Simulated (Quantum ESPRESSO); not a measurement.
## Pb under changes of volume

One of the cells (30.323 Å³/atom); the others are scaled copies at fixed shape and fractional positions:

```xyz
1
Lattice="0.0000 2.4750 2.4750 2.4750 0.0000 2.4750 2.4750 2.4750 0.0000" Properties=species:S:1:pos:R:3 pbc="T T T"
Pb    0.0000    0.0000    0.0000
```

| Item | Value |
| --- | --- |
| Program | Quantum ESPRESSO 7.5 |
| Functional | PW86PBE |
| Potentials or basis | PseudoDojo 0.4.1 SR PBE standard |
| Cutoff | 762 eV |
| Density cutoff | 3048 eV |
| k mesh | 9 × 9 × 9 |
| Occupations | fermi-dirac, width 0.05 eV |
| Spin | no spin polarisation |

```tsv
volume (Å³/atom)	energy over the lowest point (meV/atom)	pressure (GPa)
28.503	119.56	9.2
29.110	87.55	7.6
29.716	61.14	6.2
30.323	?	?
30.929	22.76	3.9
31.535	9.66	2.9
32.142	0.00	2.1
```

What does the run at 30.323 Å³/atom give?

Energy over the lowest point 39.75 meV/atom; pressure 5.0 GPa.

Worked out: A Birch-Murnaghan fit of order 3 (a polynomial in V^(-2/3)) to the other rows has no minimum within the range. It gives 39.74 meV/atom at 30.323 Å³/atom, against the run's 39.75, and -dE/dV = 5.0 GPa, against 5.0.

Energies are extrapolated to zero smearing.

Caveats: the potentials were made for another functional, which shifts forces and pressure.
